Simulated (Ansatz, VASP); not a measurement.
## One calculation of LiH, two programs

File POSCAR:

```
LiH
1.0
    0.0000000000      1.8835605110      1.9984726907
    1.8835605110      0.0000000000      1.9984726907
    1.8835605110      1.8835605110      0.0000000000
Li H
1 1
Direct
    0.0000000000      0.0000000000      0.0000000000
    0.5000000000      0.5000000000      0.5000000000
```

INCAR.step1

```
SYSTEM = LiH
PREC = Accurate ; ENCUT = 520
ISMEAR = 0 ; SIGMA = 0.01
LREAL = .FALSE. ; LASPH = .TRUE.
NELM = 60 ; NBANDS = 9
GGA = PE ; ALGO = Normal
EDIFF = 1E-4 ; LWAVE = .TRUE.
LCHARG = .FALSE.
```

The input INCAR.step2:

```
SYSTEM = LiH
PREC = Accurate ; ENCUT = 520
EDIFF = 1E-6 ; ISMEAR = 0
SIGMA = 0.01 ; LREAL = .FALSE.
LASPH = .TRUE. ; NELM = 60
ALGO = Normal ; ISIF = 2
LWAVE = .FALSE. ; LCHARG = .FALSE.
METAGGA = R2SCAN ; LMIXTAU = .TRUE.
NBANDS = 9 ; ISTART = 1
```

KPOINTS

```
regular mesh
0
G
  10 10 10
  0 0 0
```

Input for Ansatz:

```yaml
crystal:
  lattice:
    - [0.0, 1.883560511, 1.9984726907]
    - [1.883560511, 0.0, 1.9984726907]
    - [1.883560511, 1.883560511, 0.0]
  atoms:
    - { symbol: Li, position: [0.0, 0.0, 0.0] }
    - { symbol: H, position: [0.5, 0.5, 0.5] }
kpoints:
  mp_grid: { grid: [10, 10, 10] }
  band_path:
    path:
      - [0.0, 0.0, 0.0]
      - [0.5, 0.0, 0.5]
      - [0.625, 0.25, 0.625]
      - [0.375, 0.375, 0.75]
      - [0.5, 0.5, 0.5]
      - [0.5, 0.25, 0.75]
      - [0.0, 0.5, 0.5]
      - [0.5, 0.5, 0.0]
    npoints: 1
hamiltonian:
  xc: r2scan
scf:
  occupations: { method: fixed }
  n_extra_bands: 4
output:
  forces: true
  stress: true
  eigenvalues: true
  write_density: true
  write_potential: true
  elf: true
  volumetric_format: npy
```

Change from the starting cell: biaxial_xy strain -5.8%.

Alike in both runs: task single point; functional r2SCAN; k mesh 10 × 10 × 10; no spin polarisation.

|  | VASP | Ansatz |
| --- | --- | --- |
| version | VASP 6.6.1 | Ansatz 0.2.0 |
| potentials or method | VASP PAW PBE potentials, release 64 (Li_sv, H) | plane waves, PAW |
| plane-wave cutoff (eV) | 520 | 500 |
| occupations | gaussian, width 0.01 eV | fixed |
| valence electrons in the cell | 4 | 4 |

|  | VASP | Ansatz | Ansatz less VASP |
| --- | --- | --- | --- |
| gap on the k mesh at the Fermi level (eV) | 2.76 | 2.80 | +0.041 |

 A k mesh can miss the band edges.
